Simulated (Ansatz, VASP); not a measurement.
Two plane-wave programs on Na

File INCAR:

```
PREC = Accurate
ENCUT = 520
EDIFF = 1E-6
ISMEAR = -1
SIGMA = 0.1
LREAL = F
LASPH = T
NELM = 80
ALGO = Normal
ISIF = 2
LWAVE = F
LCHARG = F
GGA = CA
NBANDS = 10
```

The input KPOINTS:

```
Automatic mesh
0
Gamma
  4 4 4
```

POSCAR

```
Na
1.0
   -2.0287155323      2.0287155323      2.0287155323
    2.0287155323     -2.0287155323      2.0287155323
    2.0287155323      2.0287155323     -2.0287155323
Na
1
Direct
    0.0000000000      0.0000000000      0.0000000000
```

Input for Ansatz:

```yaml
crystal:
  lattice:
    - [-2.0287155323, 2.0287155323, 2.0287155323]
    - [2.0287155323, -2.0287155323, 2.0287155323]
    - [2.0287155323, 2.0287155323, -2.0287155323]
  atoms:
    - { symbol: Na, position: [0.0, 0.0, 0.0] }
hamiltonian:
  xc: lda
  pseudopotentials:
    kind: paw
    azcp:
      Na: "pseudopotentials/Na.paw.azcp"
basis:
  ecutwfc: 420
  fft_grid_basis: typed
kpoints:
  mp_grid: { grid: [4, 4, 4], shift: [0, 0, 0] }
magnetization:
  spin_polarized: false
scf:
  occupations: { method: fermi_dirac, width: 0.1 }
  lower_state_search: "off"
output:
  stress: true
```

Alike in both runs: task single point; functional LDA; k mesh 4 × 4 × 4; occupations fermi-dirac, width 0.1 eV; no spin polarisation.

|  | VASP | Ansatz |
| --- | --- | --- |
| version | VASP 6.6.1 | Ansatz 0.2.0 |
| potentials or method | VASP PAW LDA potentials, release 64 (Na_pv) | plane waves (420 eV) with PAW, scalar-relativistic |
| plane-wave cutoff (eV) | 520 | 420 |
| valence electrons in the cell | 7 | 9 |

```tsv
	VASP	Ansatz	Ansatz less VASP
pressure (GPa)	0.3	0.3	+0.03
```

The two sets of potentials don't hold the same shells in valence. Ansatz warned: «pseudo_functional_mismatch».

Caveats: the k mesh is coarse (spacing up to 0.55 Å⁻¹), so the values aren't converged.
